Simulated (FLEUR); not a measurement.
**YN: equation of state with Wu-Cohen GGA**

YN:

```
Y N
1.0
     0.00000    2.43850    2.43850
     2.43850    0.00000    2.43850
     2.43850    2.43850    0.00000
Y N
1 1
Direct
  0.00000 0.00000 0.00000
  0.50000 0.50000 0.50000
```

- Program: FLEUR MaX-R8.1 (later development tree)
- Task: equation of state
- Functional: Wu-Cohen GGA
- Potentials or basis: all-electron
- Basis: FLAPW
- Kmax: 4.42 1/bohr
- k mesh: 9 × 9 × 9
- Occupations: fermi-dirac, width 0.05 eV
- Spin: no spin polarisation
- Gmax: 13.7 1/bohr
- Muffin-tin radii: Y 2.51, N 1.63 bohr
- lmax: Y 10, N 8
- lnonsphr: Y 10, N 8
- Local orbitals a species: Y 5, N 3

```json
{"Equilibrium volume": "14.34 Å³/atom", "Bulk modulus": "172 GPa", "Pressure derivative of the bulk modulus": "4.2 (rough: it moves with the points fitted)"}
```

Energy against volume, from the lowest point:
```
volume (Å³/atom)  energy (meV/atom)
          13.630              19.70
          13.920               6.01
          14.500               0.00
          15.080              17.86
          15.370              34.32
```
